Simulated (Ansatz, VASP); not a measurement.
# LiH: VASP beside Ansatz

```xyz
2
Lattice="0.0000 2.0368 2.0368 2.0368 0.0000 2.0368 2.0368 2.0368 0.0000" Properties=species:S:1:pos:R:3 pbc="T T T"
Li    0.0000    0.0000    0.0000
H     2.0368    2.0368    2.0368
```

Alike in both runs: functional PBE; k mesh 6 × 6 × 6; occupations fermi-dirac, width 0.05 eV; no spin polarisation.

|  | VASP | Ansatz |
| --- | --- | --- |
| version | VASP 6.6.1 | Ansatz 0.2.0 |
| potentials or method | VASP PAW PBE potentials, release 64 (Li_sv, H) | Ansatz PAW |
| plane-wave cutoff (eV) | 520 | 420 |
| valence electrons in the cell | 4 | 4 |
| task | single point | projected density of states |

Ansatz gave:

| Item | Value |
| --- | --- |
| gap on the k mesh at the Fermi level (eV) | 3.02 |
| least direct gap on the mesh (eV) | 3.02 |

Problem. Which values does VASP return?

Solution. gap on the k mesh at the Fermi level (eV): 3.01; least direct gap on the mesh (eV): 3.01.

The functional is the same, so the differences come from potentials, cutoffs and numerics.

Caveats: the k mesh is coarse (spacing up to 0.45 Å⁻¹), so the values aren't converged; the density of states is complete only up to the lowest level of the last band computed (Ansatz). As with any semilocal functional, this PBE gap is likely too small. A k mesh can miss the band edges.
